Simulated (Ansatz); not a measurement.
# PtRhSe3: the cost of one run

Computed with Ansatz 0.2.0 (DFT PBE, scalar-relativistic, plane waves, PAW, unless a step's input says otherwise).

### 1 The structure to begin with

It takes space group Pm-3m (No. 221, cubic). Conventional cell: a = 4.616 Å, b = 4.616 Å, c = 4.616 Å, α = 90.00°, β = 90.00°, γ = 90.00°. Rh (site symmetry m-3m) is surrounded by 12 Se at 3.26 Å. Pt (site symmetry m-3m) is surrounded by 6 Se at 2.31 Å. Se (site symmetry 4/mmm) has 2 Pt at 2.31 Å and 4 Rh at 3.26 Å as nearest neighbours.

Coordinates:

```cif
data_structure
_symmetry_space_group_name_H-M 'P 1'
_symmetry_Int_Tables_number 1
_cell_length_a 4.6164
_cell_length_b 4.6164
_cell_length_c 4.6164
_cell_angle_alpha 90.000
_cell_angle_beta 90.000
_cell_angle_gamma 90.000
_cell_volume 98.38
loop_
_atom_site_label
_atom_site_type_symbol
_atom_site_fract_x
_atom_site_fract_y
_atom_site_fract_z
_atom_site_occupancy
Rh1 Rh 0.00000 0.00000 0.00000 1
Pt1 Pt 0.50000 0.50000 0.50000 1
Se1 Se 0.00000 0.50000 0.50000 1
Se2 Se 0.50000 0.00000 0.50000 1
Se3 Se 0.50000 0.50000 0.00000 1
```

A structure generator made this guess: species swapped into a database cell of TiPbO3 (Pm-3m, No. 221), with Pt on the Ti sites, Rh on the Pb sites and Se on the O sites. The dimensions are guesses.

### 2 Probe: one point on a coarse mesh

input.yaml

```yaml
crystal:
  lattice:
    - [4.61640939, 0.0, 0.0]
    - [0.0, 4.61640939, 0.0]
    - [0.0, 0.0, 4.61640939]
  atoms:
    - { symbol: Rh, position: [0.0, 0.0, 0.0], spin: 1.0 }
    - { symbol: Pt, position: [0.5, 0.5, 0.5] }
    - { symbol: Se, position: [0.0, 0.5, 0.5] }
    - { symbol: Se, position: [0.5, 0.0, 0.5] }
    - { symbol: Se, position: [0.5, 0.5, 0.0] }
basis:
  ecutwfc: 420
kpoints:
  mp_grid: { grid: [4, 4, 4] }
hamiltonian:
  xc: pbe
scf:
  occupations: { method: gaussian, width: 0.1 }
  lower_state_search: "off"
output:
  forces: true
  stress: true
  eigenvalues: true
  populations: true
magnetization:
  spin_polarized: true
```

The run is started by

```bash
$ ansatz run input.yaml --threads 1 --pin off --max-ram 2048MiB --backend cpu --events-out ev --progress --plain --runs-dir out
```

What time and memory should one allow on 1 thread of Arm Neoverse V2, shared host?

About 13 s, with a peak of 0.41 GiB.
